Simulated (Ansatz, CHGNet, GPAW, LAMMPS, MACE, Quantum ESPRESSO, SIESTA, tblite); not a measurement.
# tblite runs on glassy 68SiO2-14MgO-11ZnO-7BaO (mol %) (75 atoms)

Aim: run glassy 68SiO2-14MgO-11ZnO-7BaO (mol %) (75 atoms) in tblite and see how near its forces come to a plane-wave reference, and at what cost.

Main program and level: tblite 0.8.0; the method is named at each step.

**1. The starting structure**

The cell holds 75 atoms: 19 Si, 4 Mg, 3 Zn, 2 Ba and 47 O. Cell: a = 10.675 Å, b = 10.675 Å, c = 10.675 Å, α = 90.0°, β = 90.0°, γ = 90.0°. 75 atoms (19 Si, 4 Mg, 3 Zn, 2 Ba, 47 O) placed at random at 2.53 g/cm³, melted at 4000 K for 10 ps at fixed volume with the Morse and Coulomb pair potential with partial charges (Pedone, Malavasi, Menziani, Cormack and Segre, J. Phys. Chem. B 110, 11780 (2006)). Quenched from 4000 K to 300 K at 25 K/ps and fixed volume, held 5 ps, then minimised at fixed cell.

The yardstick, on the same geometry:

| Item | Value |
| --- | --- |
| method | Kohn-Sham DFT, PBE, PAW, plane waves (Ansatz 0.2.0); cutoff 420 eV, Γ point, fermi-dirac smearing of 0.05 eV; PAW set soft_2 |
| r.m.s. force component | 0.8257 eV/Å |
| longest force | 2.837 eV/Å |
| pressure | 0.3664 GPa |
| gap (highest filled to lowest empty level) | 2.296 eV |
| SCF cycles | 10 |
| time | 18 s on 4 threads of Arm Neoverse V1, shared host |
| CPU time | 62 s |

**2. GFN1-xTB**

Method: GFN1-xTB tight binding, diagonalisation.

Contents of run.py:

```python
import numpy as np
from ase.io import read
from tblite.ase import TBLite

atoms = read("structure.xyz")
atoms.calc = TBLite(method="GFN1-xTB", electronic_temperature=580, accuracy=1.0, max_iterations=250, mixer_damping=0.4, verbosity=1)
energy = atoms.get_potential_energy()
forces = atoms.get_forces()
print(f"energy {energy:.6f} eV")
print("forces (eV/A)")
for i, (a, f) in enumerate(zip(atoms, forces)):
    print(f"{i:4d} {a.symbol:2s} {f[0]:10.5f} {f[1]:10.5f} {f[2]:10.5f}")
stress = -atoms.get_stress(voigt=False) * 160.21766
print("stress (GPa, compression positive)")
for row in stress:
    print(" ".join(f"{x:10.4f}" for x in row))
print("charges (e)")
print(np.array2string(atoms.get_charges(), precision=4, suppress_small=True, max_line_width=110, threshold=100000))
```

Contents of structure.xyz:

```xyz
75
Lattice="10.67530 0.00000 0.00000 0.00000 10.67530 0.00000 0.00000 0.00000 10.67530" Properties=species:S:1:pos:R:3 pbc="T T T"
Si 3.56342 9.52013 4.23916
Si 3.74714 4.18931 1.37306
Si 8.95754 3.20793 0.20689
Si 9.42640 6.08150 9.51340
Si 7.96858 1.98230 5.92810
Si 2.45062 9.88255 8.81139
Si 1.18432 10.58456 5.97432
Si 8.78929 9.63958 5.80267
Si 3.57868 6.27387 3.73273
Si 9.47219 8.24624 1.17556
Si 7.30361 7.61853 7.68547
Si 6.55890 9.40259 1.80744
Si 7.77162 1.12838 8.94836
Si 0.30382 2.88820 5.41430
Si 3.80681 4.42278 8.97633
Si 1.68905 6.78309 8.41534
Si 9.24150 7.05296 4.00900
Si 1.07436 5.82914 5.57646
Si 5.60048 9.50657 9.52514
Mg 7.64031 4.07796 3.36517
Mg 5.76701 5.05967 6.16659
Mg 6.38682 7.22953 4.47829
Mg 10.51400 0.25450 10.38216
Zn 0.53921 3.14366 1.98112
Zn 4.98964 1.30922 2.55983
Zn 1.74637 2.28377 10.23324
Ba 2.64747 8.60600 1.16105
Ba 4.52868 1.48803 6.94620
O 10.59822 9.27299 0.77492
O 3.44535 7.92321 3.74511
O 0.34481 3.07780 3.85400
O 2.93421 3.06467 8.91035
O 7.46983 1.81662 7.48798
O 4.62027 3.15679 2.16890
O 9.46066 2.58054 5.89084
O 9.16058 0.39050 8.97216
O 10.36497 10.00457 5.99407
O 7.03065 2.96368 5.10717
O 1.14557 1.53874 5.80886
O 4.85182 4.37047 7.78357
O 10.45144 2.36650 0.27905
O 5.56493 9.21342 0.42883
O 8.35385 6.62851 8.43840
O 2.26797 3.51762 1.13094
O 0.81346 4.29595 6.06058
O 6.51642 0.24009 2.17904
O 6.51748 0.13376 9.22880
O 2.24523 5.78868 4.48544
O 1.56084 6.75330 6.81330
O 0.27126 6.28423 8.96544
O 4.54821 9.81071 5.40352
O 10.41034 6.43785 4.93434
O 2.83974 5.75196 8.83488
O 4.86997 5.82882 4.51224
O 1.98016 10.31490 7.36372
O 8.04309 6.01329 3.87716
[... 15 atom lines left out ...]
O 7.93623 2.27000 10.08997
O 4.31261 4.49398 10.54357
O 9.21428 4.56519 10.01204
O 3.77489 10.47941 2.97595
```

Started as:

```bash
OMP_NUM_THREADS=1 python run.py > output.txt
```

Output:

```text
------------------------------------------------------------
  cycle        total energy    energy error   density error
------------------------------------------------------------
      1     -245.4478157268  -2.4663781E+02   1.0874826E+00
      2      810.9076213293   1.0563554E+03   1.3638307E+00
      3      383.9869673811  -4.2692065E+02   1.2211905E+00
      4      308.2109395550  -7.5776028E+01   9.5063093E-01
      5     -138.4441161723  -4.4665506E+02   4.4364474E-01
      6     -245.0913615232  -1.0664725E+02   2.2848859E-01
      7     -185.9650836359   5.9126278E+01   3.2304845E-01
      8     -232.5384763081  -4.6573393E+01   2.1036209E-01
      9     -269.5939935923  -3.7055517E+01   6.4211608E-02
     10     -215.9452396333   5.3648754E+01   2.4578717E-01
     11     -233.8765543365  -1.7931315E+01   1.9888293E-01
     12     -267.2452276511  -3.3368673E+01   5.8464583E-02
     13     -267.8245216091  -5.7929396E-01   5.2622578E-02
     14     -267.9640616159  -1.3954001E-01   5.0477245E-02
     15     -269.9012682519  -1.9372066E+00   1.8899291E-02
     16     -269.6522095237   2.4905873E-01   2.4026243E-02
     17     -269.7153156551  -6.3106131E-02   2.2104357E-02
     18     -269.8833521457  -1.6803649E-01   1.7548295E-02
     19     -270.0496345723  -1.6628243E-01   1.1466830E-02
     20     -270.1283865907  -7.8752018E-02   6.8684208E-03
     21     -270.1719932404  -4.3606650E-02   8.1340423E-04
     22     -270.1710268859   9.6635456E-04   1.2988119E-03
     23     -270.1721985104  -1.1716246E-03   5.9410234E-04
     24     -270.1725134066  -3.1489615E-04   1.4268860E-04
     25     -270.1725293065  -1.5899907E-05   1.9038459E-05
     26     -270.1725275508   1.7556762E-06   4.5968259E-05
     27     -270.1725269511   5.9970381E-07   5.1271806E-05
     28     -270.1725290841  -2.1329703E-06   1.9460663E-05
     29     -270.1725294316  -3.4749763E-07   2.9634184E-06
------------------------------------------------------------
 total:                                   3.750 sec
energy -7351.768992 eV
forces (eV/A)
   0 Si    0.27065   -0.31912   -0.17283
   1 Si   -0.80578    0.58861   -0.21230
   2 Si    1.53921   -0.51145    0.11138
   3 Si    0.16847    0.00218   -0.33083
   4 Si   -0.46027   -0.53545    0.44286
   5 Si    0.18563   -0.57601    1.14230
   6 Si    0.28719    0.11996   -0.32926
   7 Si   -0.06125   -0.01129   -0.32962
   8 Si   -0.18035    1.43834   -0.96327
   9 Si   -0.04687    0.61886    0.24336
  10 Si    0.27702    0.37350    0.20317
  11 Si   -0.23742   -0.74273   -0.39723
  12 Si    0.31728   -0.51642   -0.63786
  13 Si    0.17656   -0.09339    0.19623
  14 Si   -0.17600   -0.47840   -0.06858
  15 Si    0.55273    0.94914    0.35884
  16 Si   -0.55063    0.26976    0.20720
  17 Si   -0.00782   -0.05545    0.69431
  18 Si   -0.65081    0.20952    0.31692
  19 Mg    0.39567    0.16661    0.18122
  20 Mg   -0.22658    0.19205    0.34504
  21 Mg   -0.17450    0.70821   -0.77400
  22 Mg   -0.44128   -0.45932   -0.78272
  23 Zn    0.14244    0.21692    0.39300
[...]
67 O     0.05068    0.42329    0.88322
  68 O     0.01738    0.42028   -0.28610
  69 O    -0.05282    0.44552   -0.87168
  70 O    -0.40070    0.51528   -0.35223
  71 O    -1.50746    0.68505    0.64359
  72 O     1.21287    0.57926    0.26261
  73 O    -0.04710    0.05017   -0.44687
  74 O    -0.20121    1.64636   -2.49376
stress (GPa, compression positive)
   -1.8599     0.3557    -0.3188
    0.3557    -3.9765     0.0065
   -0.3188     0.0065    -1.3829
charges (e)
[ 0.8214  0.8591  0.8764  0.8731  0.8673  0.8463  0.8751  0.9064  0.8688  0.8584  0.9007  0.8591  0.8734
  0.877   0.8518  0.8849  0.8925  0.9075  0.8607  0.7825  0.7753  0.8668  0.7658  1.0353  0.9755  1.0019
  1.2024  1.1828 -0.7104 -0.5118 -0.6292 -0.6929 -0.4912 -0.6417 -0.4309 -0.6197 -0.4197 -0.6715 -0.4852
 -0.6634 -0.6893 -0.5083 -0.4196 -0.6648 -0.452  -0.6274 -0.4677 -0.44   -0.4193 -0.4386 -0.7169 -0.4286
 -0.4556 -0.6467 -0.4521 -0.6344 -0.4452 -0.4855 -0.7153 -0.4368 -0.4643 -0.4247 -0.4988 -0.6113 -0.5221
 -0.6209 -0.6225 -0.4194 -0.4301 -0.4977 -0.4408 -0.4415 -0.48   -0.439  -0.7229]
```

The job ended after 4.3 s (1 thread of Arm Neoverse V1, shared host; peak memory 0.11 GiB).

Banners, paths, timers and routine set-up lines are dropped from the logs unmarked, and long logs keep their key lines alone; longer cuts are marked.

Compared with the plane-wave run:

```
r.m.s. force component                  : 0.9302 eV/Å
r.m.s. difference of force components   : 520.2 meV/Å
longest difference of force vectors     : 2515 meV/Å
force difference over r.m.s. force      : 63 %
slope of forces against the reference's : 0.9361
correlation of force components         : 0.831
pressure                                : -2.406 GPa
pressure difference                     : -2.773 GPa
```

Length of the force difference by element (eV/Å):

```csv
element,atoms,mean,most
Ba,2,0.47,0.54
Mg,4,0.68,0.92
O,47,0.51,1.6
Si,19,1.4,2.5
Zn,3,0.86,1.1
```

The surroundings of O54, which bears the longest force, nearest first, numbered as they follow in the input and with coordinates relative to it.

```csv
atom,x,y,z,distance (Å),Mulliken charge (e),Fx,Fy,Fz (eV/Å)
O54,0.00,0.00,0.00,0.00,-0.65,2.85,-1.11,1.76
Si9,-1.29,0.45,-0.78,1.57,0.87,-0.18,1.44,-0.96
Mg21,0.90,-0.77,1.65,2.03,0.78,-0.23,0.19,0.35
Mg22,1.52,1.40,-0.03,2.06,0.87,-0.17,0.71,-0.77
O48,-2.62,-0.04,-0.03,2.63,-0.44,-0.43,-0.65,-0.28
O70,-1.31,-0.21,-2.29,2.64,-0.50,-0.05,0.45,-0.87
O30,-1.42,2.09,-0.77,2.65,-0.51,-0.15,-0.24,-1.02
O66,1.77,1.01,1.98,2.84,-0.62,-1.45,-1.81,-2.03
O56,3.17,0.18,-0.64,3.24,-0.63,-2.02,-1.99,-0.14
O67,1.28,2.54,-1.60,3.26,-0.62,-0.55,-1.89,2.06
```

Atoms are counted from 1 here, from 0 in the log.

Forces lie 63 % from the reference's, at 0.070 times its CPU time (on 1 against 4 cores).

**3. Results**

```json
{
 "force difference from the reference": "tblite GFN1-xTB, 63 %",
 "its CPU time": "4.3 s"
}
```

Tight binding differs by 63 % (tblite GFN1-xTB); it is another model, with fitted parameters of its own, and the xTB methods hold dispersion. One electronic-structure run takes under half the reference's CPU time: tblite GFN1-xTB, at 63 % in 4.3 s against 62 s, too far off to be of use; its pressure misses by -2.8 GPa. Periodic xTB results under one method name differ between programs and library versions. The quench rate of 25 K/ps is many orders above laboratory rates, so the cell is likely richer in defects and strain than a real sample. The network of bonds at the start is that of the classical potential that made the cell, and needn't be the one that DFT or experiment would give. The reference's stress is far from hydrostatic: its diagonal is 1.4, -2.3, 2.0 GPa, compression counted positive. The electronic-structure runs sample only Γ, in a cell whose shortest periodic width is 11 Å. Spin–orbit coupling is left out, which matters for the levels of the heavy elements.

[Also dropped from logs without a mark: logging warnings of Python, and SIESTA's first energy breakdown and zero terms.]

[Logs are printed without paths, hosts, clocks, repeated set-up lines and the standing remarks that a program may print on its own settings, such as how far it seeks lower states.]

[Hosts, paths, dates, database ids (printed as entryN), source tags and the programs' standing remarks are cut or masked in the printed files.]
